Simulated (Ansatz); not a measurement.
# Ir: enthalpy against pressure

Ir, Fm-3m, a = 3.871 Å. Ansatz: PBE, PAW, 420 eV, Γ-centred 18×18×18 mesh on 1 atom, Gaussian smearing 0.10 eV; no spin polarisation. Cell and atoms are relaxed at each pressure, and no other structure is tried, so the rows at high pressure may lie past a change of phase. y is the enthalpy over the state at zero pressure; there V0 = 14.497 Å³/atom. The pressures are the targets, met within 0.07 GPa.

```tsv
P (GPa)	y (eV/atom)
-1.0	-0.0906
0.0	0.0000
1.0	0.0903
4.0	0.3598
12.0	1.0681
25.0	?
50.0	4.2656
90.0	7.4069
```

Task: Fit y = c1 P + c2 P² + c3 P³ to the other rows, say what c1 and c2 mean, and predict the missing value.

Result: Least squares on the rows shown. y = 0.090358 P − 0.00011515 P² + 2.8452×10⁻⁷ P³. Since dH/dP = V, c1 is V0: 0.090358 eV/GPa × 160.2 = 14.475 Å³ against 14.497; c2 = −V0/(2B0) gives B0 = 392 GPa, where a Birch–Murnaghan fit to the volumes of the same runs (not shown) gives 348 GPa: a cubic over this range folds the higher terms into c2. At P = 25.0 the fit asked for gives 2.1914 eV/atom. The run gave 2.1903 eV/atom, so the fit is 0.0011 eV/atom too high, 0.015 % of the span of the series, against an rms of 0.0001 eV/atom on the fitted rows. With a term in P⁴ added, a fit to the same known rows predicts 2.1903 eV/atom, so most of the miss is curvature that the known rows already hold.

The mesh isn't the same in all rows (18×18×18, 20×20×20). Spin–orbit coupling is left out, which can shift energies with elements as heavy as these.